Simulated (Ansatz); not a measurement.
A run on Lu (diamond type): DFT, LDA, norm-conserving pseudopotentials, Ansatz's default files, scalar-relativistic (Ansatz 0.2.0).

Command: `ansatz run input.yaml --threads 1 --pin off --max-ram 2048MiB --backend cpu --events-out ev --progress --plain --runs-dir out`

```yaml
crystal:
  lattice:
    - [0.0, 2.5282557063, 2.5282557063]
    - [2.5282557063, 0.0, 2.5282557063]
    - [2.5282557063, 2.5282557063, 0.0]
  atoms:
    - { symbol: Lu, position: [-0.125, -0.125, -0.125] }
    - { symbol: Lu, position: [0.125, 0.125, 0.125] }
kpoints:
  mp_grid: { grid: [12, 12, 12] }
scf:
  occupations: { method: fermi_dirac, width: 0.05 }
hamiltonian:
  xc: lda
  pseudopotentials: { kind: nc }
output:
  forces: true
  stress: true
  eigenvalues: true
```

Task: How does the run end?

Result: It is refused before any iteration. The log ends:
```
Error: no pseudopotential record for Lu at <dir> Nothing was run.
  By this build's list the table `kind: nc`, `accuracy: standard` of `hamiltonian.pseudopotentials` has no Lu in this build's library.
Fix: take Lu from another table that serves this run, or name a record of your own for Lu alone.
  `kind`, and `accuracy` or `source` (`level` with this project's own files alone, `core` of norm-conserving files with no table named), under `hamiltonian.pseudopotentials` apply to every element of the deck. For LDA this build's library has files of Lu, which may not all serve this run, under
    kind: paw      source: jth
  To change Lu alone, name a record of the deck's `kind` under `hamiltonian.pseudopotentials.azcp`, as `Lu: <path>` (`python -m ansatz.pseudopotential add <file.upf> <file.azcp>` makes one from a UPF file).
  `python` is the interpreter of the environment that holds the engine's wheel, or a checkout's `.venv/bin/python`.
```
